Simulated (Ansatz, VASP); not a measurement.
## SrTiO3: VASP beside Ansatz

```
CELL_PARAMETERS angstrom
3.92463 0.00000 0.00000
0.00000 3.92463 0.00000
0.00000 0.00000 3.92463
ATOMIC_POSITIONS crystal
Sr 0.00000 0.00000 0.00000
Ti 0.50000 0.50000 0.50000
O 0.50000 0.00000 0.50000
O 0.50000 0.50000 0.00000
O 0.00000 0.50000 0.50000
```

Alike in both runs: functional PBE; k mesh 8 × 8 × 8; occupations gaussian, width 0.02 eV; no spin polarisation; Hubbard terms Ti d U = 4.0 eV.

Ansatz relaxed the structure, and its values are those at the end. VASP's run is a single point on that final structure, the one shown.

|  | VASP | Ansatz |
| --- | --- | --- |
| version | VASP 6.6.1 | Ansatz 0.2.0 |
| potentials or method | VASP PAW PBE potentials, release 64 (Sr_sv, Ti_sv, O) | scalar-relativistic, plane waves, PAW |
| plane-wave cutoff (eV) | 520 | 420 |
| valence electrons in the cell | 40 | 40 |

|  | VASP | Ansatz | Ansatz less VASP |
| --- | --- | --- | --- |
| gap on the k mesh at the Fermi level (eV) | 2.35 | 2.34 | -0.008 |
| least direct gap on the mesh (eV) | 2.77 | 2.76 | -0.014 |
| pressure (GPa) | 5.9 | 3.0 | -2.86 |

The programs project onto different local orbitals, so the same U acts differently.

A k mesh can miss the band edges.
